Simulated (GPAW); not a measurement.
A run of GPAW 26.7.0 is set up as follows.

File run.py:

```python
from ase import Atoms
from ase.dft.bandgap import bandgap
from ase.io import write
from ase.parallel import parprint
from gpaw import GPAW, PW

atoms = Atoms(['In', 'In', 'Se', 'Se'],
              cell=[[2.0, 1.1547005384, 8.44],
                    [-2.0, 1.1547005384, 8.44],
                    [0.0, -2.3094010768, 8.44]],
              scaled_positions=[[0.8886, 0.8886, 0.8886],
                                [0.0, 0.0, 0.0],
                                [0.1719, 0.1719, 0.1719],
                                [0.3835, 0.3835, 0.3835]],
              pbc=True)

calc = GPAW(mode=PW(600),
            xc='TB09',
            kpts={'size': (6, 6, 6), 'gamma': True},
            occupations={'name': 'fermi-dirac', 'width': 0.05},
            nbands=32,
            convergence={'density': 1e-05, 'energy': 1e-05},
            eigensolver='cg',
            maxiter=150,
            txt='gpaw.txt')
atoms.calc = calc
energy = atoms.get_potential_energy()
calc.write('gs.gpw')
write('result.traj', atoms)
parprint('Fermi level:', round(calc.get_fermi_level(), 4), 'eV')
parprint(f'Gap: {bandgap(calc)[0]:.4f} eV, direct: {bandgap(calc, direct=True)[0]:.4f} eV')
```

Potentials or basis: GPAW PAW data sets for LDA (gpaw-data 1.2.1), pw.

Command:

```sh
$ OMP_NUM_THREADS=1 mpirun -n 4 gpaw python run.py
```

**Question.** Predict the band gap on the k mesh.

**Answer.** 1.24 eV, direct.

Caveat: a model potential gives levels but no total energy; spin-orbit coupling is left out, which moves the levels of the heavy elements.

**Measured values to compare with.**

From “The Interaction of Hydrogen with the van der Waals Crystal γ-InSe”, 2020, pmc:7321205, for a bulk crystal of InSe at 300 K: band gap 1.25 eV.

Measured gap of InSe: 1.25 eV (300 K; “The Interaction of Hydrogen with the van der Waals Crystal γ-InSe”, 2020, pmc:7321205). This calculation gives 1.24 eV (-0.01 eV). Spin-orbit coupling on In, Se is left out. The value is that of TB-mBJ on a finite k mesh, which can miss the band edges, without temperature or zero-point motion.
